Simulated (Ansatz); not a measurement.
Wanted: the native input for an Ansatz 0.2.0 run.

```
Task                : single point
Functional          : PBE
Potentials or basis : Ansatz PAW
Cutoff              : 420 eV (not typed: the program's choice for these potentials)
k mesh              : 9 × 9 × 5
Occupations         : gaussian, width 0.029 eV
Spin                : no spin polarisation
```

Crystal: PtS2.

```
Pt S
1.0
     3.54320    0.00000    0.00000
    -1.77160    3.06850    0.00000
     0.00000    0.00000    5.03880
Pt S
1 2
Direct
  0.00000 0.00000 0.00000
  0.66667 0.33333 0.77300
  0.33333 0.66667 0.22700
```

The input as run:

input.yaml

```yaml
crystal:
  lattice:
    - [3.5432, 0.0, 0.0]
    - [-1.7716, 3.0685012107, 0.0]
    - [0.0, 0.0, 5.0388]
  atoms:
    - { symbol: Pt, position: [0.0, 0.0, 0.0] }
    - { symbol: S, position: [0.6666666667, 0.3333333333, 0.773] }
    - { symbol: S, position: [0.3333333333, 0.6666666667, 0.227] }
hamiltonian:
  xc: pbe
  pseudopotentials: { kind: paw }
kpoints:
  mp_grid: { grid: [9, 9, 5] }
scf:
  occupations: { method: gaussian, width: 0.029 }
output:
  forces: true
  stress: true
  eigenvalues: true
```

Potentials or basis: Ansatz PAW.

Command:

```sh
$ ansatz run input.yaml --threads 2 --pin off --max-ram 5632MiB --backend cpu --events-out ev --progress --plain --runs-dir out
```

Results of the run:

```
Pressure               : 11.6 GPa
Largest force          : 1.257 eV/Å
Band gap on the k mesh : 1.02 eV, indirect (least direct gap 1.07 eV)
```

Caveat: odd divisions of the mesh miss points on the zone boundary, where band edges often lie, so the gap on the mesh can be too wide; spin-orbit coupling is left out, which moves the levels of the heavy elements; forces of over 1 eV/Å show positions far from the minimum, so gaps and moduli don't describe the material at rest.

Wall time 1 s on 2 threads of Intel(R) Xeon(R) Platinum 8488C (Sapphire Rapids), with other jobs on the host, peak memory 0.39 GiB.
